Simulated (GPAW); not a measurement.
Input of a GPAW 26.7.0 run:

File run.py:

```python
from ase.dft.bandgap import bandgap
from ase.io import write
from ase.spacegroup import crystal
from ase.units import GPa
from gpaw import GPAW, PW

# Pb 2c
atoms = crystal(['Pb'],
                basis=[[0.6666666667, 0.3333333333, 0.75]],
                spacegroup=194, setting=1,  # P6_3/mmc
                cellpar=[3.48, 3.48, 5.59, 90.0, 90.0, 120.0],
                primitive_cell=True)

calc = GPAW(mode=PW(500),
            xc='LDA',
            kpts={'size': (7, 7, 4), 'gamma': True},
            occupations={'name': 'fermi-dirac', 'width': 0.05},
            nbands=24,
            maxiter=120,
            txt='gpaw.txt')
atoms.calc = calc
energy = atoms.get_potential_energy()
forces = atoms.get_forces()
stress = atoms.get_stress()
calc.write('gs.gpw')
write('result.traj', atoms)
print(f'Energy: {energy:.6f} eV')
print('Forces (eV/A):')
print(forces.round(4))
print('Stress (GPa):', (stress / GPa).round(3))
print('Fermi level:', round(calc.get_fermi_level(), 4), 'eV')
print(f'Gap: {bandgap(calc)[0]:.4f} eV, direct: {bandgap(calc, direct=True)[0]:.4f} eV')
```

Potentials or basis: the program's PAW data sets (release 1.2.1) made for this functional, pw.

Run with:

```bash
$ OMP_NUM_THREADS=1 python run.py
```

Problem. Estimate the band gap on the k mesh.

Solution. None (metal or under the smearing width).

Problem. Estimate the pressure.

Solution. -1.5 GPa.

Stress tensor (GPa, compression positive):
```
-1.18  0.00  0.00
 0.00 -1.18  0.00
 0.00  0.00 -2.17
```

Caveat: the cutoff is short for stress and forces, so pressures can be off by a GPa or more. Spin-orbit coupling is left out, which matters for the levels of Pb.
